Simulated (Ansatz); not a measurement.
# Computed properties of VBiO4 (Pbcn)

All numbers come from Ansatz 0.2.0. No magnetic order and no zero-point or thermal motion.

A 24-atom cell of VBiO4 (Pbcn) from a materials database, relaxed with r2SCAN. The symmetry is Pbcn (No. 60, orthorhombic); conventional cell a = 5.023 Å, b = 11.980 Å, c = 5.306 Å, 13.30 Å³ an atom. V has 4 O at 1.67–1.78 Å; Bi has 8 O at 2.34–2.66 Å; O has 1 V at 1.78 Å and 2 Bi at 2.34–2.36 Å; O has 1 V at 1.67 Å and 2 Bi at 2.54–2.66 Å.

On this one geometry the levels give:

| level | k mesh | gap (eV) | kind | edges | least direct gap (eV) |
| --- | --- | --- | --- | --- | --- |
| PBE+SOC | 6×2×6 | 2.33 | indirect | Γ–Z (0.86) → Γ–X (0.96) | 2.43 |
| r2SCAN | 6×2×6 | 2.79 | indirect | Γ–Z (0.86) → Γ–X (0.96) | 2.86 |
| HSE06 | 4×2×4 | 3.74 | direct | Γ–X (0.96) | 3.74 |
| PBE0 | 4×2×4 | 4.46 | direct | Γ–X (0.96) | 4.46 |

Wave cutoffs: 420 eV, 500 eV (r2SCAN).
Points off the special ones are mesh points or PBE's searched band edges, reused at the other levels. PBE's own run along the path (2.50 eV) came before the search for the edges and missed one, so it isn't listed.

HSE06 gives a direct gap of 3.74 eV at Γ–X (0.96 of the way from Γ).

The levels disagree on the kind of gap: direct with HSE06, PBE0; indirect with PBE+SOC, r2SCAN.

Only the levels marked +SOC include spin-orbit coupling.

The meshes of the hybrids are coarse, so their gaps aren't converged to the digits shown.
